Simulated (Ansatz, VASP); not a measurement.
Two plane-wave programs on Pt

```xyz
2
Lattice="2.7401 0.0000 0.0000 -1.3701 2.3730 0.0000 0.0000 0.0000 4.7142" Properties=species:S:1:pos:R:3 pbc="T T T"
Pt    0.0000    1.5820    1.1786
Pt    1.3701    0.7910    3.5357
```

Alike in both runs: task single point; functional revPBE; k mesh 15 × 15 × 8; occupations fermi-dirac, width 0.1 eV; no spin polarisation.

|  | VASP | Ansatz |
| --- | --- | --- |
| version | VASP 6.6.1 | Ansatz 0.2.0 |
| potentials or method | VASP PAW PBE potentials, release 64 (Pt) | plane waves (420 eV) with PAW, scalar-relativistic |
| plane-wave cutoff (eV) | 520 | 420 |
| valence electrons in the cell | 20 | 36 |

|  | VASP | Ansatz | Ansatz less VASP |
| --- | --- | --- | --- |
| pressure (GPa) | 10.0 | 10.5 | +0.56 |
| largest component of the traceless stress (GPa) | 0.60 | 0.54 | -0.060 |

With one functional, cell and mesh, what is left measures potentials, basis and numerics. The two sets of potentials don't hold the same shells in valence.

Caveats: the PAW data sets were made with another functional, which shifts forces and pressure a little (VASP). The runs have no spin-orbit coupling, so splittings on Pt are missing.
